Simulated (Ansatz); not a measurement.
Base system: CsPbI3 in the cubic perovskite structure (space group Pm-3m, No. 221; a = 6.3327 Å).

Method: Ansatz (a quantum-chemistry and plane-wave program), r2SCAN, PAW, cutoff 500 eV, no spin-orbit coupling.

One change was made to it. Results:

The band gap goes from 1.70 eV to zero; the lattice parameter a shrinks by 1.020 Å, from 6.333 Å to 5.313 Å.

Task: What was done to the base?
A) pressure −2 GPa
B) pressure 7 GPa
C) pressure 30 GPa
D) pressure 3 GPa

Result: C, pressure 30 GPa. For comparison, the band gap in the other runs: pressure 7 GPa gives 0.63 eV; pressure −2 GPa gives 2.14 eV; pressure 3 GPa gives 1.18 eV.

The mesh was chosen for an insulator and is coarse for the gapless case. With I and Pb present, leaving out spin-orbit coupling can change the band edges. Load acts through the strain it causes; cell and atoms are relaxed under it. Stability against distortions was not tested. Competing high-pressure phases were not computed. All final runs are without spin polarisation. Many cubic perovskites are stable only at high temperature; tilts and polar distortions were not tested. This is not the structure that CsPbI3 has at room temperature and ambient pressure. The zero or small gap of CsPbI3 under pressure 30 GPa can change with the level of theory.
